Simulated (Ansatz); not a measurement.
# Copper, fcc under PBEsol: structure, energy and stiffness

What does PBEsol give for copper in the fcc structure? We relax it, solve it on a dense k-mesh, switch on spin-orbit coupling, then scale the cell to 7 volumes from 88 to 112 % of the relaxed one and try a fit of the equation of state. The k-meshes are 15×15×15 for the relaxation; 25×25×25 for the dense run; 15×15×15 for spin-orbit coupling; 25×25×25 for the volumes. It starts from a deposited cell (COD).

Method: DFT PBEsol, plane waves (420 eV) with PAW, scalar-relativistic; PAW files made under PBE, frozen cores solved again for the functional, in Ansatz 0.2.0.

### Step 1. Starting point

It takes space group Fm-3m (No. 225, cubic). The conventional cell has a = 3.615 Å, b = 3.615 Å, c = 3.615 Å, α = 90.00°, β = 90.00°, γ = 90.00°. Around Cu (site symmetry m-3m) lie 12 Cu at 2.56 Å.

As a file:

```
CELL_PARAMETERS angstrom
0.00000 1.80748 1.80748
1.80748 0.00000 1.80748
1.80748 1.80748 0.00000
ATOMIC_POSITIONS crystal
Cu 0.00000 0.00000 0.00000
```

### Step 2. Geometry optimisation

Contents of input.yaml:

```yaml
crystal:
  lattice:
    - [0.0, 1.80748, 1.80748]
    - [1.80748, 0.0, 1.80748]
    - [1.80748, 1.80748, 0.0]
  atoms:
    - { symbol: Cu, position: [0.0, 0.0, 0.0] }
hamiltonian:
  xc: pbesol
  pseudopotentials:
    kind: paw
    azcp:
      Cu: "pseudopotentials/Cu.paw.azcp"
basis:
  ecutwfc: 420
  fft_grid_basis: typed
kpoints:
  mp_grid: { grid: [15, 15, 15], shift: [0, 0, 0] }
magnetization:
  spin_polarized: false
scf:
  occupations: { method: fermi_dirac, width: 0.1 }
relax:
  max_steps: 60
  f_tol: 0.01
  cell: {}
```

What it wrote:

```text
Warning: <dir> the record states the generating functional pbe (its physics header spells it `PBE`), which answers neither for hamiltonian.xc's functional nor for the pbesol family's — results may be inconsistent (PPs are generated against a specific XC)
Engine: ansatz 0.2.0, x86_64-unknown-linux-gnu
Pseudopotentials: kind: paw
Pseudopotential: Cu, paw, valence charge 19, recommended cutoff 420 eV (normal), <dir>
Functional definition: PBEsol
  exchange = pbesol_x
  correlation = pbesol_c
Crystal: 1 atoms, lattice volume = 11.810 Å³
Basis set: ecut = 420 eV, 259 PW (Γ), exchange–correlation on 36×36×36 points (8 copies of the dense FFT grid, shifted against one another)
Bands: 14, of which v1, the nominal top of the filled ones, is band 10 counted from 1 (9 counted from 0)
Symmetry: 48 space group operations
Space group: Fm-3m (ITA 225), of the structure as read, at distance tolerance 2.3e-5 Å
k-points: 120 of 3375
Non-local potential: Cu, projectors of the file, l = 0: 3, l = 1: 2, l = 2: 3, l = 3: 1
PAW form: soft (Blöchl's): semilocal exchange-correlation on the pseudo side does not see the compensation charge
PAW frozen core: Cu, regenerated for the run's functional, and the local potential with it (the file was generated under x = pbe(κ = 0.804, μ = 0.2195149727645171), c = pbe(β = 0.06672455060314922))
PAW one-centre angular grid: Cu, 590 points (default); XC on 64 Gauss nodes
Initial density: superposition of atomic densities (neutral atoms: chi_scale 0, normalization atom), corrected by the library's trained network
Initial wavefunctions: pseudopotential atomic-orbital guess
Functional: x = pbesol(κ = 0.804, μ = 0.12345679012345678), c = pbesol(β = 0.046)
SCF iter   1: F=—  HF=-6588.773721 eV  |F-HF|=—  |Δ(HF+E_count)|=         —  Δρ=2.15e-2  dr2=2.87e-2  ethr=1.77e-3  ⟨swp⟩=5.2  Hψ=8355  notcnv=0
preconditioner: auto → none  [metal: Δε(μ)=0.009 eV  Ē_g=16.894 eV  σ=0.100 eV  W_gap=0.02  n_scr=0 (ndim 8)  ℏωp=35.8 eV  f_vac=0.000  D(μ)=0.31/eV (n_scr^D=0)]
SCF iter   2: F=—  HF=-6588.767115 eV  |F-HF|=—  |Δ(HF+E_count)|=   6.61e-3  Δρ=8.89e-4  dr2=3.03e-5  ethr=1.51e-4  ⟨swp⟩=2.8  Hψ=3596  notcnv=0  defer=15
SCF iter   3: F=—  HF=-6588.767104 eV  |F-HF|=—  |Δ(HF+E_count)|=   1.12e-5  Δρ=9.88e-4  dr2=4.99e-5  ethr=1.59e-7  ⟨swp⟩=2.0  Hψ=2851  notcnv=0  defer=15
SCF iter   4: F=—  HF=-6588.767129 eV  |F-HF|=—  |Δ(HF+E_count)|=   2.48e-5  Δρ=8.91e-5  dr2=4.04e-7  ethr=1.59e-7  ⟨swp⟩=1.0  Hψ=1669  notcnv=0  defer=15
iter 5 did not close the SCF: its close was put off for the readings that it lacked (scf_convergence_deferred on its scf_iter line)
SCF iter   5: F=-6588.767129 eV  HF=-6588.767129 eV  |F-HF|=1.80e-10  |Δ(HF+E_count)|=   1.24e-7  Δρ=3.71e-6  dr2=8.48e-10  ethr=2.13e-9  ⟨swp⟩=1.5  Hψ=2005  notcnv=0  defer=15
SCF iter   6: F=-6588.767129 eV  HF=-6588.767129 eV  |F-HF|=9.09e-13  |Δ(HF+E_count)|=  9.70e-10  Δρ=2.99e-7  dr2=4.41e-12  ethr=4.46e-12  ⟨swp⟩=1.6  Hψ=5120  notcnv=0
SCF 1 converged in 6 iterations: F = -6588.767129 eV  dr2 = 4.41e-12
relax step   1: F+E_penalty+E_count = -6588.76712852 eV  Δ(F+E_penalty+E_count) = +0.000e0 eV  max|allowed force component| = 0.000e0 eV/Å  Δτ_max = 0.0000 Å  P = -6.543 GPa  Ω = 11.810 Å³  (6 SCF iters, dr2 threshold 1.00e-7 eV, accepted)
Crystal: 1 atoms, lattice volume = 11.547 Å³
Basis set: ecut = 420 eV, 229 PW (Γ), exchange–correlation on 36×36×36 points (8 copies of the dense FFT grid, shifted against one another)
Initial density: handed on by an earlier stage of this run
Initial wavefunctions: those handed on with the density
iter 1 solved again at ethr=3.14e-5 eV; its pass at ethr=3.10e-3 eV (dr2=5.96e-3 eV) is discarded
SCF iter   1: F=—  HF=-6588.776774 eV  |F-HF|=—  |Δ(HF+E_count)|=         —  Δρ=8.96e-3  dr2=5.89e-3  ethr=3.14e-5  ⟨swp⟩=1.0  Hψ=10780  notcnv=0
preconditioner: auto → none  [metal: Δε(μ)=0.008 eV  Ē_g=17.216 eV  σ=0.100 eV  W_gap=0.02  n_scr=0 (ndim 8)  ℏωp=36.2 eV  f_vac=0.000  D(μ)=0.31/eV (n_scr^D=0)]
SCF iter   2: F=—  HF=-6588.775551 eV  |F-HF|=—  |Δ(HF+E_count)|=   1.22e-3  Δρ=6.84e-4  dr2=3.26e-5  ethr=3.10e-5  ⟨swp⟩=2.2  Hψ=2303  notcnv=0
SCF iter   3: F=—  HF=-6588.775501 eV  |F-HF|=—  |Δ(HF+E_count)|=   4.99e-5  Δρ=4.78e-4  dr2=2.17e-5  ethr=1.72e-7  ⟨swp⟩=2.0  Hψ=2755  notcnv=0
SCF iter   4: F=—  HF=-6588.775495 eV  |F-HF|=—  |Δ(HF+E_count)|=   6.51e-6  Δρ=5.52e-5  dr2=7.44e-8  ethr=1.14e-7  ⟨swp⟩=2.4  Hψ=2386  notcnv=0
iter 5 did not close the SCF: its close was put off for the readings that it lacked (scf_convergence_deferred on its scf_iter line)
SCF iter   5: F=-6588.775495 eV  HF=-6588.775495 eV  |F-HF|=3.03e-10  |Δ(HF+E_count)|=   2.94e-7  Δρ=1.56e-6  dr2=1.65e-10  ethr=3.92e-10  ⟨swp⟩=2.0  Hψ=2839  notcnv=0
SCF iter   6: F=-6588.775495 eV  HF=-6588.775495 eV  |F-HF|=9.09e-13  |Δ(HF+E_count)|=  1.18e-10  Δρ=1.39e-7  dr2=8.44e-13  ethr=1.00e-12  ⟨swp⟩=1.4  Hψ=4617  notcnv=0
SCF 2 converged in 6 iterations: F = -6588.775495 eV  dr2 = 8.44e-13
relax step   2: F+E_penalty+E_count = -6588.77549512 eV  Δ(F+E_penalty+E_count) = -8.367e-3 eV  max|allowed force component| = 0.000e0 eV/Å  Δτ_max = 0.0000 Å  P = -3.343 GPa  Ω = 11.547 Å³  energy of the carried Pulay correction = +1.826e-4 eV  (6 SCF iters, dr2 threshold 1.00e-7 eV, accepted)
Crystal: 1 atoms, lattice volume = 11.284 Å³
iter 1 solved again at ethr=3.16e-5 eV; its pass at ethr=3.10e-3 eV (dr2=6.00e-3 eV) is discarded
SCF iter   1: F=—  HF=-6588.779525 eV  |F-HF|=—  |Δ(HF+E_count)|=         —  Δρ=9.10e-3  dr2=5.93e-3  ethr=3.16e-5  ⟨swp⟩=1.0  Hψ=10786  notcnv=0
preconditioner: auto → none  [metal: Δε(μ)=0.155 eV  Ē_g=17.532 eV  σ=0.100 eV  W_gap=0.34  n_scr=0 (ndim 8)  ℏωp=36.7 eV  f_vac=0.000  D(μ)=0.29/eV (n_scr^D=0)]
SCF iter   2: F=—  HF=-6588.778281 eV  |F-HF|=—  |Δ(HF+E_count)|=   1.24e-3  Δρ=7.03e-4  dr2=3.13e-5  ethr=3.12e-5  ⟨swp⟩=2.2  Hψ=2302  notcnv=0
SCF iter   3: F=—  HF=-6588.778226 eV  |F-HF|=—  |Δ(HF+E_count)|=   5.45e-5  Δρ=4.82e-4  dr2=2.15e-5  ethr=1.64e-7  ⟨swp⟩=2.0  Hψ=2750  notcnv=0
SCF iter   4: F=—  HF=-6588.778220 eV  |F-HF|=—  |Δ(HF+E_count)|=   6.36e-6  Δρ=5.93e-5  dr2=8.63e-8  ethr=1.13e-7  ⟨swp⟩=2.5  Hψ=2318  notcnv=0
iter 5 did not close the SCF: its close was put off for the readings that it lacked (scf_convergence_deferred on its scf_iter line)
SCF iter   5: F=-6588.778220 eV  HF=-6588.778220 eV  |F-HF|=1.46e-11  |Δ(HF+E_count)|=   3.73e-7  Δρ=1.42e-6  dr2=9.96e-11  ethr=4.54e-10  ⟨swp⟩=2.0  Hψ=2840  notcnv=0
SCF iter   6: F=-6588.778220 eV  HF=-6588.778220 eV  |F-HF|=2.73e-12  |Δ(HF+E_count)|=  5.46e-11  Δρ=1.43e-7  dr2=1.48e-12  ethr=1.00e-12  ⟨swp⟩=1.3  Hψ=4434  notcnv=0
SCF 3 converged in 6 iterations: F = -6588.778220 eV  dr2 = 1.48e-12
relax step   3: F+E_penalty+E_count = -6588.77822035 eV  Δ(F+E_penalty+E_count) = -2.725e-3 eV  max|allowed force component| = 0.000e0 eV/Å  Δτ_max = 0.0000 Å  P = +0.334 GPa  Ω = 11.284 Å³  energy of the carried Pulay correction = +3.690e-4 eV  (6 SCF iters, dr2 threshold 1.00e-7 eV, accepted)
Crystal: 1 atoms, lattice volume = 11.306 Å³
iter 1 solved again at ethr=2.38e-7 eV; its pass at ethr=3.10e-3 eV (dr2=4.51e-5 eV) is discarded
SCF iter   1: F=—  HF=-6588.778238 eV  |F-HF|=—  |Δ(HF+E_count)|=         —  Δρ=7.76e-4  dr2=4.33e-5  ethr=2.38e-7  ⟨swp⟩=1.7  Hψ=9775  notcnv=0
preconditioner: auto → none  [metal: Δε(μ)=0.144 eV  Ē_g=17.564 eV  σ=0.100 eV  W_gap=0.31  n_scr=0 (ndim 8)  ℏωp=36.6 eV  f_vac=0.000  D(μ)=0.30/eV (n_scr^D=0)]
SCF iter   2: F=—  HF=-6588.778228 eV  |F-HF|=—  |Δ(HF+E_count)|=   9.67e-6  Δρ=6.11e-5  dr2=2.24e-7  ethr=2.28e-7  ⟨swp⟩=2.2  Hψ=2317  notcnv=0
SCF iter   3: F=—  HF=-6588.778228 eV  |F-HF|=—  |Δ(HF+E_count)|=   3.75e-7  Δρ=4.07e-5  dr2=1.55e-7  ethr=1.18e-9  ⟨swp⟩=2.0  Hψ=2770  notcnv=0
iter 4 did not close the SCF: its close was put off for the readings that it lacked (scf_convergence_deferred on its scf_iter line)
SCF iter   4: F=-6588.778228 eV  HF=-6588.778228 eV  |F-HF|=2.24e-9  |Δ(HF+E_count)|=   3.99e-8  Δρ=5.53e-6  dr2=7.36e-10  ethr=8.16e-10  ⟨swp⟩=2.4  Hψ=2252  notcnv=0
iter 5 did not close the SCF: its close was put off for the readings that it lacked (scf_convergence_deferred on its scf_iter line)
SCF iter   5: F=-6588.778228 eV  HF=-6588.778228 eV  |F-HF|=1.00e-11  |Δ(HF+E_count)|=   3.23e-9  Δρ=2.21e-7  dr2=4.15e-12  ethr=3.87e-12  ⟨swp⟩=2.0  Hψ=2840  notcnv=0
SCF iter   6: F=-6588.778228 eV  HF=-6588.778228 eV  |F-HF|=9.09e-13  |Δ(HF+E_count)|=  9.09e-13  Δρ=1.64e-8  dr2=1.83e-14  ethr=1.00e-12  ⟨swp⟩=1.1  Hψ=3868  notcnv=0
SCF 4 converged in 6 iterations: F = -6588.778228 eV  dr2 = 1.83e-14
relax step   4: F+E_penalty+E_count = -6588.77822779 eV  Δ(F+E_penalty+E_count) = -7.439e-6 eV  max|allowed force component| = 0.000e0 eV/Å  Δτ_max = 0.0000 Å  P = +0.004 GPa  Ω = 11.306 Å³  energy of the carried Pulay correction = +3.531e-4 eV  (6 SCF iters, dr2 threshold 1.00e-7 eV, accepted)
Initial wavefunctions: pseudopotential atomic-orbital guess (no wavefunctions were taken with the density)
iter 1 solved again at ethr=1.08e-9 eV; its pass at ethr=3.10e-3 eV (dr2=2.05e-7 eV) is discarded
SCF iter   1: F=—  HF=-6588.777818 eV  |F-HF|=—  |Δ(HF+E_count)|=         —  Δρ=1.13e-4  dr2=1.91e-7  ethr=1.08e-9  ⟨swp⟩=3.5  Hψ=13732  notcnv=0
preconditioner: auto → none  [metal: Δε(μ)=0.145 eV  Ē_g=17.560 eV  σ=0.100 eV  W_gap=0.31  n_scr=0 (ndim 8)  ℏωp=36.6 eV  f_vac=0.000  D(μ)=0.30/eV (n_scr^D=0)]
SCF iter   2: F=—  HF=-6588.777818 eV  |F-HF|=—  |Δ(HF+E_count)|=   5.44e-7  Δρ=7.07e-5  dr2=2.34e-7  ethr=1.01e-9  ⟨swp⟩=2.0  Hψ=2770  notcnv=0
SCF iter   3: F=—  HF=-6588.777818 eV  |F-HF|=—  |Δ(HF+E_count)|=   5.17e-8  Δρ=2.93e-5  dr2=4.11e-8  ethr=1.01e-9  ⟨swp⟩=2.3  Hψ=2222  notcnv=0
SCF iter   4: F=—  HF=-6588.777818 eV  |F-HF|=—  |Δ(HF+E_count)|=   1.42e-8  Δρ=2.94e-6  dr2=2.04e-10  ethr=2.16e-10  ⟨swp⟩=2.1  Hψ=2347  notcnv=0
iter 5 did not close the SCF: its close was put off for the readings that it lacked (scf_convergence_deferred on its scf_iter line)
SCF iter   5: F=-6588.777818 eV  HF=-6588.777818 eV  |F-HF|=9.09e-13  |Δ(HF+E_count)|=  1.73e-10  Δρ=4.76e-8  dr2=8.13e-14  ethr=1.07e-12  ⟨swp⟩=2.5  Hψ=2954  notcnv=0
SCF iter   6: F=-6588.777818 eV  HF=-6588.777818 eV  |F-HF|=0.00e0  |Δ(HF+E_count)|=  3.64e-12  Δρ=8.82e-9  dr2=1.46e-15  ethr=1.00e-12  ⟨swp⟩=3.0  Hψ=5835  notcnv=0
SCF 5 converged in 6 iterations: F = -6588.777818 eV  dr2 = 1.46e-15
relax step   5: F+E_penalty+E_count = -6588.77781761 eV  Δ(F+E_penalty+E_count) = +4.102e-4 eV  max|allowed force component| = 0.000e0 eV/Å  Δτ_max = 0.0000 Å  P = +0.043 GPa  Ω = 11.306 Å³  stress off target by 4.25e-2 GPa  SCF on the basis re-selected at this cell (its energy is not comparable with the rows above)  (6 SCF iters)
basis re-selected at this cell: Δ(F+E_penalty+E_count) = +4.102e-4 eV, ΔP = +0.039 GPa vs the last step (what re-selecting the basis moved, of the pressure what is left beyond the Pulay correction that the steps carried, after the strain that the cell walked since its last selection, with what the two solves' SCF thresholds leave and, on support functions, any second-order correction that the steps lacked; it is no measure of the basis error at this ecutwfc). This SCF's stress stands 4.25e-2 GPa from its target on what of the cell is left free (relax.cell.stress_tol is 5.00e-2 GPa) and its largest allowed force component is 0.00e0 eV/Å (relax.f_tol is 1.00e-2 eV/Å): within both
SCF converged after 6 iterations
Free energy (F): -6588.777818 eV
Harris-Foulkes:  -6588.777818 eV  (|F-HF|=0.00e0)
Internal energy: -6588.768002 eV  (E = F + TS)
E sigma→0 (E₀):  -6588.772910 eV
Entropy (-TS):   -0.009816 eV (-9.816 meV/atom)
Fermi energy:    17.617761 eV
--- Per-component energies (eV) ---
  E_band       = -345.416676
  E_kinetic    = 300.636437
  E_local      = -3968.539577  (includes V_loc(G=0)·N_el)
  E_nonlocal   = 390.962400
  E_hartree    = 1747.847573
  E_xc         = -89.417692
  E_vxc        = -115.911051  (∫ρ·V_xc dr)
  E_paw        = -1625.708464  (= ΣΔE_a)
  E_vpaw       = -448.260247  (= ΣTr[D̂ρ^β])
  E_aug_tail   = 0.000217  (compensation charges beyond the density's cutoff)
  E_ewald      = -3344.755098
  E_core_change = 0.206202  (= ΣΔE_core)
  E_smearing   = -0.009816  (= −TS)
  E_closure    = 0.000000  (closes the sum)
  Σ components = -6588.777818   (vs F -6588.777818, Δ=0.00e0)
--- Forces (eV/Å), atoms counted from 1 ---
  atom   1  Cu    -0.00000000     0.00000000     0.00000000
  max |Σ_I F_I| component: 1.85e-31 eV/Å
--- Stress (GPa, compression-positive) ---
        0.042510       0.000000       0.000000
        0.000000       0.042510       0.000000
        0.000000       0.000000       0.042510
  P = ⅓ Tr σ = 0.0425 GPa (0.425 kbar)
--- Relaxed structure (4 steps of the walk, 4 accepted, 1 SCFs on fresh bases) ---
  F+E_penalty+E_count = -6588.77781761 eV   max|allowed force component| = 0.000e0 eV/Å   (the final SCF, on the basis selected at the relaxed cell)
  cell:  # Å, volume = 11.3061 Å³
    - [3.805605980467496e-34, 1.7813980042664026, 1.7813980042664026]
    - [1.7813980042664026, -3.6941447172479047e-34, 1.7813980042664026]
    - [1.7813980042664026, 1.7813980042664026, 1.2579199706210986e-34]
  atoms:
    - { symbol: Cu, position: [0.0, 0.0, 0.0] }
```

Wall time 9.1 s (1 thread of an x86-64 CPU, shared host); peak memory 0.52 GiB.

Step by step:

| step | energy change (meV/atom) | largest force (eV/Å) | pressure (GPa) | volume (Å³/atom) |
| --- | --- | --- | --- | --- |
| 1 | 0.00 | 0.0000 | -6.54 | 11.810 |
| 2 | -8.37 | 0.0000 | -3.34 | 11.547 |
| 3 | -11.09 | 0.0000 | 0.33 | 11.284 |
| 4 | -11.10 | 0.0000 | 0.00 | 11.306 |
| 5 | -10.69 | 0.0000 | 0.04 | 11.306 |

Steps that repeat a cell are solved on a basis chosen anew, so their changes of energy are no gain of the relaxation.

The cell of the run, before and after:

|  | before | after | change |
| --- | --- | --- | --- |
| a (Å) | 2.556 | 2.519 | -1.4 % |
| b (Å) | 2.556 | 2.519 | -1.4 % |
| c (Å) | 2.556 | 2.519 | -1.4 % |
| volume (Å³/atom) | 11.810 | 11.306 | -4.3 % |
| shortest distance (Å) | 2.556 | 2.519 | -1.4 % |
| space group (spins left aside) | Fm-3m | Fm-3m | same |

### Step 3. Single point on a dense mesh

Contents of input.yaml:

```yaml
crystal:
  lattice:
    - [0.0, 1.7813980043, 1.7813980043]
    - [1.7813980043, 0.0, 1.7813980043]
    - [1.7813980043, 1.7813980043, 0.0]
  atoms:
    - { symbol: Cu, position: [0.0, 0.0, 0.0] }
hamiltonian:
  xc: pbesol
  pseudopotentials:
    kind: paw
    azcp:
      Cu: "pseudopotentials/Cu.paw.azcp"
basis:
  ecutwfc: 420
  fft_grid_basis: typed
kpoints:
  mp_grid: { grid: [25, 25, 25], shift: [0, 0, 0] }
magnetization:
  spin_polarized: false
scf:
  occupations: { method: fermi_dirac, width: 0.1 }
```

What it wrote, cut to the lines that bear on the results:

```text
Warning: <dir> the record states the generating functional pbe (its physics header spells it `PBE`), which answers neither for hamiltonian.xc's functional nor for the pbesol family's — results may be inconsistent (PPs are generated against a specific XC)
[...]
Pseudopotentials: kind: paw
Pseudopotential: Cu, paw, valence charge 19, recommended cutoff 420 eV (normal), <dir>
Functional definition: PBEsol
[...]
Crystal: 1 atoms, lattice volume = 11.306 Å³
Basis set: ecut = 420 eV, 229 PW (Γ)
Bands: 14, of which v1, the nominal top of the filled ones, is band 10 counted from 1 (9 counted from 0)
Symmetry: 48 space group operations
Space group: Fm-3m (ITA 225), of the structure as read, at distance tolerance 2.2e-5 Å
k-points: 455 of 15625
[...]
SCF iter   1: F=—  HF=-6588.783634 eV  |F-HF|=—  |Δ(HF+E_count)|=         —  Δρ=2.10e-2  dr2=2.56e-2  ethr=1.77e-3  ⟨swp⟩=5.3  Hψ=31887  notcnv=0
[...]
SCF iter   6: F=-6588.777586 eV  HF=-6588.777586 eV  |F-HF|=0.00e0  |Δ(HF+E_count)|=  3.20e-10  Δρ=1.32e-7  dr2=5.94e-13  ethr=2.59e-12  ⟨swp⟩=1.0  Hψ=19114  notcnv=0
[...]
SCF converged after 6 iterations
Free energy (F): -6588.777586 eV
[...]
E sigma→0 (E₀):  -6588.772362 eV
Entropy (-TS):   -0.010448 eV (-10.448 meV/atom)
Fermi energy:    17.567140 eV
[...]
```

It took 4.2 s on 1 thread of an x86-64 CPU, shared host; peak memory 0.54 GiB.

### Step 4. With spin-orbit coupling

Edit input.yaml of step 3 so:

```diff
@@ -10,3 +10,3 @@
   pseudopotentials:
-    kind: paw
+    kind: paw_fr
     azcp:
@@ -17,5 +17,6 @@
 kpoints:
-  mp_grid: { grid: [25, 25, 25], shift: [0, 0, 0] }
+  mp_grid: { grid: [15, 15, 15], shift: [0, 0, 0] }
 magnetization:
-  spin_polarized: false
+  noncollinear: true
+  spin_orbit: true
 scf:
```

What it wrote, cut to the lines that bear on the results:

```text
Warning: <dir> the record states the generating functional pbe (its physics header spells it `PBE`), which answers neither for hamiltonian.xc's functional nor for the pbesol family's — results may be inconsistent (PPs are generated against a specific XC)
[...]
Pseudopotentials: kind: paw_fr
Pseudopotential: Cu, paw_fr, valence charge 19, recommended cutoff 420 eV (normal), <dir>
Functional definition: PBEsol
[...]
non-collinear run that drives no moment, with spin-orbit: no starting moment large enough to seed its density (crystal.atoms[].spin), no starting occupations that ask for one, no magnetisation constraint and no magnetic field, so the semilocal B_xc is pinned to zero
Crystal: 1 atoms, lattice volume = 11.306 Å³
Basis set: ecut = 420 eV, 229 PW (Γ)
Bands: 28, of which v1, the nominal top of the filled ones, is band 19 counted from 1 (18 counted from 0)
Symmetry: 48 space group operations + 48 with time reversal
Magnetic group: BNS 225.117 (UNI 1619), of the structure as read, at distance tolerance 2.2e-5 Å
k-points: 120 of 3375
Projection manifold: j_resolved (fully-relativistic pseudo-atomic orbitals)
[...]
SCF iter   1: F=—  HF=-6590.250949 eV  |F-HF|=—  |Δ(HF+E_count)|=         —  Δρ=2.93e-1  dr2=5.86e0  dr2_m=0.00e0 (ungated)  ethr=3.10e-3  |M|=0.00e0 ∫|m|=0.00e0 μB  |m|>n=0.0e0 m-floor=0.0e0 τ_xc=0.0e0  β_m=0.30  ⟨swp⟩=6.1  Hψ=7967  notcnv=0  defer=50
[...]
SCF iter   7: F=-6589.136917 eV  HF=-6589.136917 eV  |F-HF|=2.31e-8  |Δ(HF+E_count)|=   5.00e-7  Δρ=2.18e-5  dr2=3.06e-8  dr2_m=0.00e0 (ungated)  ethr=5.26e-10  |M|=0.00e0 ∫|m|=0.00e0 μB  |m|>n=0.0e0 m-floor=0.0e0 τ_xc=0.0e0  ⟨swp⟩=1.9  Hψ=4562  notcnv=0
[...]
SCF converged after 7 iterations
Magnetization: |M| = 0.0000 μB,  M = (+0.0000, +0.0000, +0.0000) μB
Absolute magnetization: 0.0000 μB (∫|m|)
  site 0: m = (+0.0000, +0.0000, +0.0000) μB, |m| = 0.0000 μB  (R = 1.04 Å)
Free energy (F): -6589.136917 eV
[...]
E sigma→0 (E₀):  -6589.132002 eV
Entropy (-TS):   -0.009829 eV (-9.829 meV/atom)
Fermi energy:    17.620695 eV
[...]
```

It took 7.5 s on 1 thread of an x86-64 CPU, shared host; peak memory 0.5 GiB.

With and without spin-orbit coupling:

|  | scalar-relativistic | with spin-orbit coupling |
| --- | --- | --- |
| k-mesh | 25×25×25 | 15×15×15 |
| gap on the mesh | none (levels filled in part) | none (levels filled in part) |

The meshes differ, so small differences between the columns need not come from spin-orbit coupling.

### Step 5. At 88 % of the relaxed volume

Contents of input.yaml:

```yaml
crystal:
  lattice:
    - [0.0, 1.7070851542, 1.7070851542]
    - [1.7070851542, 0.0, 1.7070851542]
    - [1.7070851542, 1.7070851542, 0.0]
  atoms:
    - { symbol: Cu, position: [0.0, 0.0, 0.0] }
hamiltonian:
  xc: pbesol
  pseudopotentials:
    kind: paw
    azcp:
      Cu: "pseudopotentials/Cu.paw.azcp"
basis:
  ecutwfc: 420
  fft_grid_basis: typed
kpoints:
  mp_grid: { grid: [25, 25, 25], shift: [0, 0, 0] }
magnetization:
  spin_polarized: false
scf:
  occupations: { method: fermi_dirac, width: 0.1 }
output:
  stress: true
```

What it wrote, cut to the lines that bear on the results:

```text
Warning: <dir> the record states the generating functional pbe (its physics header spells it `PBE`), which answers neither for hamiltonian.xc's functional nor for the pbesol family's — results may be inconsistent (PPs are generated against a specific XC)
[...]
Pseudopotentials: kind: paw
Pseudopotential: Cu, paw, valence charge 19, recommended cutoff 420 eV (normal), <dir>
Functional definition: PBEsol
[...]
Crystal: 1 atoms, lattice volume = 9.949 Å³
Basis set: ecut = 420 eV, 181 PW (Γ)
Bands: 14, of which v1, the nominal top of the filled ones, is band 10 counted from 1 (9 counted from 0)
Symmetry: 48 space group operations
Space group: Fm-3m (ITA 225), of the structure as read, at distance tolerance 2.2e-5 Å
k-points: 455 of 15625
[...]
SCF iter   1: F=—  HF=-6588.671076 eV  |F-HF|=—  |Δ(HF+E_count)|=         —  Δρ=2.02e-2  dr2=2.00e-2  ethr=1.77e-3  ⟨swp⟩=5.2  Hψ=32482  notcnv=0
[...]
SCF iter   6: F=-6588.666037 eV  HF=-6588.666037 eV  |F-HF|=5.19e-10  |Δ(HF+E_count)|=   2.88e-8  Δρ=1.07e-6  dr2=2.00e-11  ethr=1.88e-10  ⟨swp⟩=4.0  Hψ=20414  notcnv=0
[...]
SCF converged after 6 iterations
Free energy (F): -6588.666037 eV
[...]
E sigma→0 (E₀):  -6588.661341 eV
Entropy (-TS):   -0.009392 eV (-9.392 meV/atom)
Fermi energy:    20.682475 eV
[...]
--- Stress (GPa, compression-positive) ---
       29.734020      -0.000000      -0.000000
       -0.000000      29.734020       0.000000
        0.000000      -0.000000      29.734020
  P = ⅓ Tr σ = 29.7340 GPa (297.340 kbar)
```

It took 5.2 s on 1 thread of an x86-64 CPU, shared host; peak memory 0.55 GiB.

[end of part 1 of 2]
